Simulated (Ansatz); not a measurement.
Reaction (substitution at a C–O bond): `CC(C)OB(S)Cl` + acetic acid → `CC(=O)OC(C)C` + `OB(S)Cl`

Gas-phase electronic energies from Ansatz, PBE0-D4/def2-TZVP geometries. CBS: MP2 limit from def2 TZ/QZ plus the TZ coupled-cluster correction, frozen cores. Functionals use def2-TZVPP. B3LYP here is the variant with VWN-RPA as its local correlation; programs differ in this. Each species was taken in one conformer, which may not be the lowest.

Task: Is it downhill or uphill in electronic energy at CCSD(T)/CBS, and by how much? (Estimate.)

Result: The calculation gave: Downhill: ΔE = -1.2 kcal/mol.

Task: What do these levels give: r2SCAN-D4, PBE0-D4, B3LYP-D4, ωB97X-V, B2PLYP, r2SCAN, B3LYP, HF/def2-TZVPP, MP2/def2-TZVPP, HF/def2-QZVPP, MP2/def2-QZVPP, CCSD/CBS(def2)? (Best estimate.)

Result: Computed: r2SCAN-D4 -1.4, PBE0-D4 -0.9, B3LYP-D4 -0.8, ωB97X-V -1.2, B2PLYP -1.2, r2SCAN -1.5, B3LYP -1.3, HF/def2-TZVPP -1.3, MP2/def2-TZVPP -1.1, HF/def2-QZVPP -1.3, MP2/def2-QZVPP -1.0, CCSD/CBS(def2) -1.2 kcal/mol.

Largest T1 diagnostic among the species: 0.015.
